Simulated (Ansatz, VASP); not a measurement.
HfN: VASP beside Ansatz

```
CELL_PARAMETERS angstrom
0.00000 2.35663 2.45482
2.35663 0.00000 2.45482
2.35663 2.35663 0.00000
ATOMIC_POSITIONS crystal
Hf 0.00000 0.00000 0.00000
N 0.75000 0.75000 0.75000
```

Change from the starting cell: strain -0.040 along x and y, +0.000 along z, atoms carried along.

Alike in both runs: task single point; functional PBEsol; k mesh 16 × 16 × 16; occupations gaussian, width 0.15 eV; no spin polarisation.

|  | VASP | Ansatz |
| --- | --- | --- |
| version | VASP 6.6.1 | Ansatz 0.2.0 |
| potentials or method | VASP PAW PBE potentials, release 64 (Hf_pv, N) | scalar-relativistic, plane waves, PAW |
| plane-wave cutoff (eV) | 520 | 420 |
| valence electrons in the cell | 15 | 31 |

```csv
,VASP,Ansatz,Ansatz less VASP
gap on the k mesh at the Fermi level (eV),none,none,-
pressure (GPa),11.8,12.5,+0.68
largest component of the traceless stress (GPa),4.36,4.38,+0.018
```

A gap of «none» marks a metal or a gap that the smearing closes. The two sets of potentials don't hold the same shells in valence.

Caveats: the PAW data sets were made with another functional, which shifts forces and pressure a little (VASP). Spin-orbit coupling is left out, which matters for the levels of Hf.
